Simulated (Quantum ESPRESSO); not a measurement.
**HfB2 in Quantum ESPRESSO: the effect of target pressure**

Crystal: HfB2.

```
CELL_PARAMETERS angstrom
3.14000 0.00000 0.00000
-1.57000 2.71932 0.00000
0.00000 0.00000 3.48000
ATOMIC_POSITIONS crystal
Hf 0.00000 0.00000 0.00000
B 0.66667 0.33333 0.50000
B 0.33333 0.66667 0.50000
```

Alike in all runs:

```yaml
Program: Quantum ESPRESSO 7.5
Task: phonons
Functional: PBEsol
Potentials_or_basis: PseudoDojo 0.4.1 SR PBEsol standard
Cutoff: 1034 eV
Density_cutoff: 4136 eV
k_mesh: 7 × 7 × 6
Occupations: cold, width 0.2 eV
Spin: no spin polarisation
```

Each run relaxes the cell or the atoms first.

```tsv
target pressure	relaxed volume (Å³/atom)	highest phonon frequency (cm⁻¹)
0 GPa	9.76	811
5 GPa	9.58	832
10 GPa	9.42	853
20 GPa	9.13	890
40 GPa	?	?
```

Question: What does the run with target pressure 40 GPa give?

Answer: Relaxed volume 8.65 Å³/atom; highest phonon frequency 957 cm⁻¹.

Worked out: In Murnaghan's law V^(-B') rises as a straight line in P. The other rows fit best with B' = 4.0, V0 = 9.76 Å³/atom and B0 = 262 GPa, which gives 8.66 Å³/atom at 40 GPa, against the run's 8.65. A parabola through the other rows of the highest phonon frequency, of slope 2.6 cm⁻¹ per GPa there, extrapolates to 951 cm⁻¹, against the run's 957.

Caveats: the mesh is thin for the phonons of a metal; the cell is more than 3 GPa from zero pressure, which shifts response properties (some runs).
